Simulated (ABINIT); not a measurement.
The system is Ni.

```
Ni
1.0
    -1.38372    1.38372    1.38372
     1.38372   -1.38372    1.38372
     1.38372    1.38372   -1.38372
Ni
1
Direct
  0.00000 0.00000 0.00000
```

This isn't the form of Ni at room conditions, which is fcc.

Base run:

* Program: ABINIT 10.8.3 (patched build)
* Functional: PBEsol
* Potentials or basis: JTH PAW PBE v2.0
* Cutoff: 1333 eV
* k mesh: 13 × 13 × 13
* Occupations: fermi-dirac, width 0.05 eV
* Spin: collinear spin, ferromagnetic start
* Starting moments: [1.0] μB

Its results: band gap on the k mesh none (metal or under the smearing width); pressure -1.9 GPa; net moment 0.59 μB per cell; site moments Ni +0.61 μB.

Problem. The run is repeated on the same cell with these changes: functional from PBEsol to RPBE. What comes out?

Solution. Band gap on the k mesh none (metal or under the smearing width); pressure 14.0 GPa; net moment 0.59 μB per cell; site moments Ni +0.62 μB.

RPBE binds less tightly than PBEsol, so the same cell stands under more pressure.

Caveats: the PAW data sets were made with another functional, which shifts forces and pressure a little.
